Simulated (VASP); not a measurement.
Write the native input for VASP 6.6.1 that does the following.

| Item | Value |
| --- | --- |
| Task | band structure |
| Functional | TB-mBJ |
| Potentials or basis | VASP PAW PBE potentials, release 64 (I, Mg) |
| Cutoff | 520 eV |
| k mesh | 6 × 6 × 3 |
| Occupations | fermi-dirac, width 0.05 eV |
| Spin | spin-orbit coupling, no magnetisation |
| Further INCAR settings | ALGO = Normal; EDIFF = 1e-06 |

The system is MgI2.

```
CELL_PARAMETERS angstrom
4.14000 0.00000 0.00000
-2.07000 3.58535 0.00000
0.00000 0.00000 6.88000
ATOMIC_POSITIONS crystal
I 0.66667 0.33333 0.75000
I 0.33333 0.66667 0.25000
Mg 0.00000 0.00000 0.00000
```

These files were run (other wordings do the same):

POSCAR

```
MgI2
1.0
    4.1400000000      0.0000000000      0.0000000000
   -2.0700000000      3.5853451717      0.0000000000
    0.0000000000      0.0000000000      6.8800000000
I Mg
2 1
Direct
    0.6666666667      0.3333333333      0.7500000000
    0.3333333333      0.6666666667      0.2500000000
    0.0000000000      0.0000000000      0.0000000000
```

INCAR.step1

```
  PREC = Accurate
  ENCUT = 520
  EDIFF = 1E-5
  ISMEAR = -1
  SIGMA = 0.05
  LREAL = False
  LASPH = True
  NELM = 60
  ALGO = Normal
  ISIF = 2
  LWAVE = True
  LCHARG = False
  LNONCOLLINEAR = True
  MAGMOM = 0 0 0 0 0 0 0 0 0
  LORBIT = 11
  LSORBIT = True
  GGA_COMPAT = False
  GGA = PE
```

INCAR.step2

```
  PREC = Accurate
  ENCUT = 520
  EDIFF = 1E-6
  ISMEAR = -1
  SIGMA = 0.05
  LREAL = False
  LASPH = True
  NELM = 60
  ALGO = Normal
  ISIF = 2
  LWAVE = False
  LCHARG = False
  LNONCOLLINEAR = True
  MAGMOM = 0 0 0 0 0 0 0 0 0
  LORBIT = 11
  LSORBIT = True
  GGA_COMPAT = False
  METAGGA = MBJ
  ISTART = 1
```

KPOINTS

```
regular mesh
0
Gamma
  6 6 3
```

KPOINTS_OPT

```
path GMKGALHA,LM,KH
15
line-mode
reciprocal
 0.0000000000  0.0000000000  0.0000000000  G
 0.5000000000  0.0000000000  0.0000000000  M

 0.5000000000  0.0000000000  0.0000000000  M
 0.3333333333  0.3333333333  0.0000000000  K

 0.3333333333  0.3333333333  0.0000000000  K
 0.0000000000  0.0000000000  0.0000000000  G

 0.0000000000  0.0000000000  0.0000000000  G
 0.0000000000  0.0000000000  0.5000000000  A

 0.0000000000  0.0000000000  0.5000000000  A
 0.5000000000  0.0000000000  0.5000000000  L

 0.5000000000  0.0000000000  0.5000000000  L
 0.3333333333  0.3333333333  0.5000000000  H

 0.3333333333  0.3333333333  0.5000000000  H
 0.0000000000  0.0000000000  0.5000000000  A

 0.5000000000  0.0000000000  0.5000000000  L
 0.5000000000  0.0000000000  0.0000000000  M

 0.3333333333  0.3333333333  0.0000000000  K
 0.3333333333  0.3333333333  0.5000000000  H
```

Potentials or basis: VASP PAW PBE potentials, release 64 (I, Mg).

Command:

```console
$ cat potpaw_PBE.64/I/POTCAR potpaw_PBE.64/Mg/POTCAR > POTCAR
$ cp INCAR.step1 INCAR
$ mpirun -np 1 vasp_ncl > vasp.out
$ cp INCAR.step2 INCAR
$ mpirun -np 1 vasp_ncl > vasp.out
```

Results of the run:

```json
{
  "Valence electrons inside the program's atomic spheres": "I 4.55; Mg 0.21"
}
```

Wall time 11 min on 1 thread of Intel(R) Xeon(R) Platinum 8559C (Emerald Rapids), on a shared host, peak memory 0.53 GiB.
